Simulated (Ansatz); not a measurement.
**Te2Mo under changes of volume**

One of the cells (64.121 Å³/atom); the others are scaled copies at fixed shape and fractional positions:

```
Te Mo
1.0
     3.56023    0.00000    0.00000
    -1.78012    3.08325    0.00000
     0.00000    0.00000   17.52406
Te Mo
2 1
Cartesian
  0.0000 2.0555 1.7900
  0.0000 2.0555 15.7341
  0.0000 0.0000 0.0000
```

- Program: Ansatz 0.2.0
- Functional: r2SCAN
- Potentials or basis: Ansatz PAW
- Cutoff: 500 eV (not typed: the program's choice for these potentials)
- k mesh: 9 × 9 × 2
- Occupations: fermi-dirac, width 0.05 eV
- Spin: no spin polarisation

```tsv
volume (Å³/atom)	energy over the lowest point (meV/atom)	gap on the mesh (eV)	largest force (eV/Å)
60.274	?	?	?
61.556	13.29	1.20	0.624
62.839	3.21	1.16	0.295
64.121	0.00	1.12	0.007
65.404	2.96	1.09	0.286
66.686	11.45	1.06	0.543
67.968	24.87	1.03	0.780
```

Q: What does the run at 60.274 Å³/atom give?

A: Energy over the lowest point 31.05 meV/atom; gap on the mesh 1.23 eV; largest force 0.980 eV/Å.

Worked out: A Birch-Murnaghan fit of order 3 (a polynomial in V^(-2/3)) to the other rows has its minimum at 64.12 Å³/atom with B0 = V·E''(V) = 38 GPa and B' = 4.5 at fixed shape and positions, which overstates the stiffness. It gives 31.05 meV/atom at 60.274 Å³/atom, against the run's 31.05. A straight line through the other rows of the gap, of slope -1.7 eV per unit of ln V (its deformation potential), extrapolates to 1.23 eV, against the run's 1.23.

Energies are extrapolated to zero smearing.

Caveats: odd divisions of the mesh miss points on the zone boundary, where band edges often lie, so the gap on the mesh can be too wide; spin-orbit coupling is left out, which moves the levels of the heavy elements; the PAW data sets come from PBE, with cores solved anew for the run's functional, which leaves a small shift of forces and pressure.

A mesh can miss the band edges.
